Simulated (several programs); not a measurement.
# Many methods on one cell: BN (rocksalt)

BN in the rocksalt structure, relaxed with r2SCAN in Ansatz, was computed with several methods. It is cubic, Fm-3m (No. 225); a = 3.492 Å in the conventional setting, 5.32 Å³ an atom. Around B lie 6 N at 1.75 Å; around N lie 6 B at 1.75 Å. All values are calculated for a non-magnetic cell, which may be hypothetical.

```cif
data_structure
_symmetry_space_group_name_H-M 'P 1'
_symmetry_Int_Tables_number 1
_cell_length_a 2.4690
_cell_length_b 2.4690
_cell_length_c 2.4690
_cell_angle_alpha 60.000
_cell_angle_beta 60.000
_cell_angle_gamma 60.000
_cell_volume 10.64
loop_
_atom_site_label
_atom_site_type_symbol
_atom_site_fract_x
_atom_site_fract_y
_atom_site_fract_z
_atom_site_occupancy
B1 B 0.00000 0.00000 0.00000 1
N1 N 0.50000 0.50000 0.50000 1
```

Gaps and times are for a single point on this cell; volume and bulk modulus come from each method's own relaxation or energy curve at fixed shape. Times are rough, from shared hosts (Arm Neoverse V1; NVIDIA H100 80GB HBM3), and each method has its own mesh and cell size. Gaps from k meshes are read at a limited set of points (mesh, symmetry points, PBE's band edges), so each method's own least gap may be somewhat smaller. Force fields have no electrons; where one was fitted to this phase, its volume and modulus reflect the fit. Minimal bases can be far off for gaps. Times of the plane-wave ladder aren't listed, since it ran on unlike processors and cards. GLLB-SC's gap includes the derivative discontinuity. G0W0 is at finite bands, cutoff and mesh. d marks a direct gap, i an indirect one (no mark: not told apart), a dash a value that wasn't computed or didn't pass its checks.

| method | kind | gap (eV) | own volume (Å³/atom) | bulk modulus (GPa) | atoms computed | processor time |
| --- | --- | --- | --- | --- | --- | --- |
| BNC.tersoff (LAMMPS) | force field | – | 4.55 | 587 | 2 | 0.11 s |
| BN.extep (LAMMPS) | force field | – | 5.76 | – | 2 | 0.12 s |
| light PBE (260 eV and a coarse mesh) | light plane-wave | 1.10 i | – | – | 2 | 0.45 s |
| non-self-consistent DFTB (CP2K) | tight binding | 3.05 i | – | – | 2 | 0.87 s |
| PBE | semilocal | 1.20 i | 5.38 | 378 | 2 | – |
| r2SCAN | semilocal | 1.34 i | 5.32 | 397 | 2 | – |
| GLLB-SC (GPAW) | model potential | 1.82 | – | – | 2 | 4.4 s |
| PBE/single zeta (GPAW) | small basis | 0.90 i | – | – | 2 | 9.6 s |
| G0W0@PBE (260 eV screening cutoff) | many-body | 1.86 | – | – | 2 | – |
| PBE/SZV (CP2K) | small basis | 1.32 i | 5.63 | 360 | 2 | 13 s |
| G0W0@r2SCAN (180 eV screening cutoff) | many-body | 1.82 | – | – | 2 | – |
| PBE/DZVP (CP2K) | small basis | 1.19 i | 5.40 | 378 | 2 | 27 s |

Against r2SCAN (1.34 eV) and with closed or daggered gaps left aside, the nearest gap at the points sampled is that of PBE/SZV (CP2K) (-0.02 eV) and the farthest that of non-self-consistent DFTB (CP2K) (+1.71 eV). r2SCAN is only a yardstick of convenience: semilocal gaps usually lie below measured ones, which GLLB-SC and hybrids aim to mend.

Volumes against r2SCAN's: BNC.tersoff (LAMMPS) -14.5 %, BN.extep (LAMMPS) +8.3 %, PBE +1.0 %, PBE/SZV (CP2K) +5.8 %, PBE/DZVP (CP2K) +1.5 %.
